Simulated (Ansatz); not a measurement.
**SnTe: band structure with r2SCAN**

Crystal: SnTe.

```
CELL_PARAMETERS angstrom
0.00000 3.61115 3.61115
3.61115 0.00000 3.61115
3.61115 3.61115 0.00000
ATOMIC_POSITIONS crystal
Te 0.25000 0.25000 0.25000
Sn 0.00000 0.00000 0.00000
```

Measurements of this composition are mostly on another form, of space group No. 225.

```json
{
  "Program": "Ansatz 0.2.0",
  "Task": "band structure",
  "Functional": "r2SCAN",
  "Potentials or basis": "Ansatz PAW",
  "Cutoff": "500 eV (not typed: the program's choice for these potentials)",
  "k mesh": "7 × 7 × 7",
  "Occupations": "fermi-dirac, width 0.05 eV",
  "Spin": "spin-orbit coupling, no magnetisation",
  "Path": "[[\"G\", \"X\", \"W\", \"K\", \"G\", \"L\", \"U\", \"W\", \"L\", \"K\"], [\"U\", \"X\"]]",
  "Points for each segment of the path": "14"
}
```

| Quantity | Value |
| --- | --- |
| Pressure | -0.6 GPa |
| Band gap along the path | none (metal or under the smearing width) |

Levels at the corners of the path, in eV from the Fermi level:
| point | band 26 | band 27 | band 28 | band 29 | band 30 | band 31 | band 32 | band 33 | band 34 | band 35 |
| --- | --- | --- | --- | --- | --- | --- | --- | --- | --- | --- |
| Γ | -2.76 | -2.00 | -2.00 | -2.00 | -2.00 | 0.61 | 0.61 | 1.14 | 1.14 | 1.14 |
| X | -3.62 | -3.38 | -3.38 | -0.82 | -0.82 | 0.07 | 0.07 | 3.97 | 3.97 | 3.99 |
| W | -3.64 | -3.62 | -3.60 | -0.35 | 0.14 | 1.21 | 1.56 | 2.17 | 2.27 | 3.13 |
| K | -3.80 | -3.31 | -3.24 | -0.76 | -0.52 | 1.13 | 1.14 | 3.05 | 3.20 | 3.25 |
| Γ | -2.76 | -2.00 | -2.00 | -2.00 | -2.00 | 0.61 | 0.61 | 1.14 | 1.14 | 1.14 |
| L | -3.07 | -2.57 | -2.57 | -2.20 | -2.20 | 1.63 | 1.63 | 1.97 | 1.97 | 3.50 |
| U | -3.80 | -3.31 | -3.24 | -0.76 | -0.52 | 1.13 | 1.14 | 3.05 | 3.20 | 3.25 |
| W | -3.64 | -3.62 | -3.60 | -0.35 | 0.14 | 1.21 | 1.56 | 2.17 | 2.27 | 3.13 |
| L | -3.07 | -2.57 | -2.57 | -2.20 | -2.20 | 1.63 | 1.63 | 1.97 | 1.97 | 3.50 |
| K | -3.80 | -3.31 | -3.24 | -0.76 | -0.52 | 1.13 | 1.14 | 3.05 | 3.20 | 3.25 |
| U | -3.80 | -3.31 | -3.24 | -0.76 | -0.52 | 1.13 | 1.14 | 3.05 | 3.20 | 3.25 |
| X | -3.62 | -3.38 | -3.38 | -0.82 | -0.82 | 0.07 | 0.07 | 3.97 | 3.97 | 3.99 |

It took 62 s on 2 threads of Arm Neoverse V2, on a shared host, peak memory 1.1 GiB.

Caveat: the PAW data sets come from PBE, with cores solved anew for the run's functional, which leaves a small shift of forces and pressure.
